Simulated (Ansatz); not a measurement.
H2O on a (111) slab of Rh (Fm-3m (No. 225)), 3 planes, outer planes Rh (top) and Rh (bottom), 1 a cell of 24.9 Å², relaxed and still whole (its atoms last):

```yaml
crystal:
  lattice:
    - [5.36480, 0.00000, 0.00000]
    - [-2.68240, 4.64605, 0.00000]
    - [0.00000, 0.00000, 22.38034]
  atoms:
    - { symbol: Rh, position: [0.33333, 0.16667, 0.35746] }
    - { symbol: Rh, position: [0.33333, 0.66667, 0.35746] }
    - { symbol: Rh, position: [0.83333, 0.16667, 0.35746] }
    - { symbol: Rh, position: [0.83333, 0.66667, 0.35746] }
    - { symbol: Rh, position: [0.66634, 0.33366, 0.45384] }
    - { symbol: Rh, position: [0.66666, 0.83297, 0.45388] }
    - { symbol: Rh, position: [0.16707, 0.33351, 0.45389] }
    - { symbol: Rh, position: [0.16678, 0.83322, 0.45335] }
    - { symbol: Rh, position: [0.00071, 0.50048, 0.54921] }
    - { symbol: Rh, position: [0.00088, 0.99930, 0.54937] }
    - { symbol: Rh, position: [0.50151, 0.49834, 0.55170] }
    - { symbol: Rh, position: [0.49960, 0.99942, 0.54919] }
    - { symbol: O, position: [0.48522, 0.52250, 0.65579] }
    - { symbol: H, position: [0.28063, 0.46584, 0.65617] }
    - { symbol: H, position: [0.58526, 0.73346, 0.65629] }
```

Method: DFT PBE+D3(BJ), scalar-relativistic, plane waves, PAW in Ansatz 0.2.0. Plane waves to 420 eV, a k mesh through Γ of 4×4×1 on the computed 15-atom cell and Gaussian smearing (0.10 eV); no spin polarisation. A dipole correction removes the field between periodic images along c.

It binds with 0.54 eV a molecule against the clean slab and the free molecule (no zero-point or thermal terms); its shortest contact is O–Rh 2.34 Å. Take first-order desorption with no barrier to adsorption, no reaction on the face and an assumed prefactor of 10^13 s⁻¹.

**Question.** How long does a molecule stay at 573 K?

**Answer.** τ = ν⁻¹·exp(E/k_BT) with k_BT = 0.0494 eV: E/k_BT = 10.9, so τ ≈ 6×10^-9 s. At about one hit a site a second (10⁻⁶ mbar) the coverage is near τ × 1 s⁻¹, so a layer needs roughly 2×10^2 mbar.

**Question.** Where does its peak lie in a desorption experiment heated at 1 K/s?

**Answer.** The peak obeys E/(k_B·T_p²) = (ν/β)·exp(−E/k_BT_p). Solving gives T_p ≈ 197 K (E/k_BT_p = 31.8). An error of 0.1 eV in E moves it by about 37 K, and larger molecules have larger prefactors, which lowers it.

**Question.** Is this physisorption or chemisorption?

**Answer.** The tightest contact, O–Rh 2.34 Å, is 1.12 times the sum of covalent radii, and deformation and lateral interaction add up to -0.02 eV. This is chemisorption.